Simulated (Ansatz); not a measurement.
Write the native input for Ansatz 0.2.0 that does the following.

- Task: relaxation of cell and atoms
- Functional: PBEsol
- Potentials or basis: Ansatz PAW
- Cutoff: 420 eV (not typed: the program's choice for these potentials)
- k mesh: 9 × 9 × 9
- Occupations: fermi-dirac, width 0.05 eV
- Spin: no spin polarisation

Crystal: ZnS.

```
Zn S
1.0
     0.00000    2.70200    2.70200
     2.70200    0.00000    2.70200
     2.70200    2.70200    0.00000
Zn S
1 1
Direct
  0.75000 0.75000 0.75000
  0.00000 0.00000 0.00000
```

These files were run (other wordings do the same):

input.yaml

```yaml
crystal:
  lattice:
    - [0.0, 2.702, 2.702]
    - [2.702, 0.0, 2.702]
    - [2.702, 2.702, 0.0]
  atoms:
    - { symbol: Zn, position: [0.75, 0.75, 0.75] }
    - { symbol: S, position: [0.0, 0.0, 0.0] }
hamiltonian:
  xc: pbesol
  pseudopotentials: { kind: paw }
kpoints:
  mp_grid: { grid: [9, 9, 9] }
scf:
  occupations: { method: fermi_dirac, width: 0.05 }
output:
  forces: true
  stress: true
  write_density: true
  write_potential: true
  elf: true
  volumetric_format: npy
relax:
  f_tol: 0.01
  max_steps: 40
  cell: { stress_tol: 0.05 }
```

Potentials or basis: Ansatz PAW.

Launch:

```sh
$ ansatz run input.yaml --threads 2 --pin off --max-ram 5632MiB --backend cpu --events-out ev --progress --plain --runs-dir out
```

Results of the run:

```yaml
Relaxed_volume: 19.20 Å³/atom
Relaxed_cell: a = 3.787 Å, b = 3.787 Å, c = 3.787 Å, α = 60.00°, β = 60.00°, γ = 60.00°
Space_group_after_relaxing_to_0.05_Å: F-43m (No. 216)
Energy_gained_by_relaxing: 3.2 meV/atom
Ionic_steps: 4
Pressure_after_relaxing: 0.0 GPa
Band_gap_on_the_k_mesh: 2.09 eV, direct
```

Caveat: odd divisions of the mesh miss points on the zone boundary, where band edges often lie, so the gap on the mesh can be too wide; the plane-wave basis is chosen anew once the cell has moved, so the energies of steps on either side of that aren't comparable; the PAW data sets come from PBE, with cores solved anew for the run's functional, which leaves a small shift of forces and pressure.

It took 6.3 s on 2 threads of Arm Neoverse V1, with other jobs on the host, peak memory 0.32 GiB.
